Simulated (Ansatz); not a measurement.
A run of Ansatz 0.2.0 is set up as follows.

File input.yaml:

```yaml
crystal:
  lattice:
    - [2.7836650458, 0.0, 0.0]
    - [-1.3918325229, 2.4107246453, 0.0]
    - [0.0, 0.0, 4.628893]
  atoms:
    - { symbol: Pd, position: [0.3333333333, 0.6666666667, 0.25] }
    - { symbol: Pd, position: [0.6666666667, 0.3333333333, 0.75] }
hamiltonian:
  xc: revpbe
  pseudopotentials: { kind: paw }
kpoints:
  mp_grid: { grid: [11, 11, 6] }
scf:
  occupations: { method: fermi_dirac, width: 0.05 }
output:
  forces: true
  stress: true
  eigenvalues: true
relax:
  f_tol: 0.01
  max_steps: 40
  cell: { stress_tol: 0.05 }
```

Potentials or basis: Ansatz PAW.

The run is started by

```sh
$ ansatz run input.yaml --threads 2 --pin off --max-ram 5632MiB --backend cpu --events-out ev --progress --plain --runs-dir out
```

(1) Estimate the relaxed volume.

(2) Estimate the space group after relaxing (to 0.05 Å).

(3) What does it give for the band gap on the k mesh?

Answers

(1) 15.72 Å³/atom.

(2) P6_3/mmc (No. 194).

(3) none (metal or under the smearing width).

Caveat: the PAW data sets come from PBE, with cores solved anew for the run's functional, which leaves a small shift of forces and pressure.
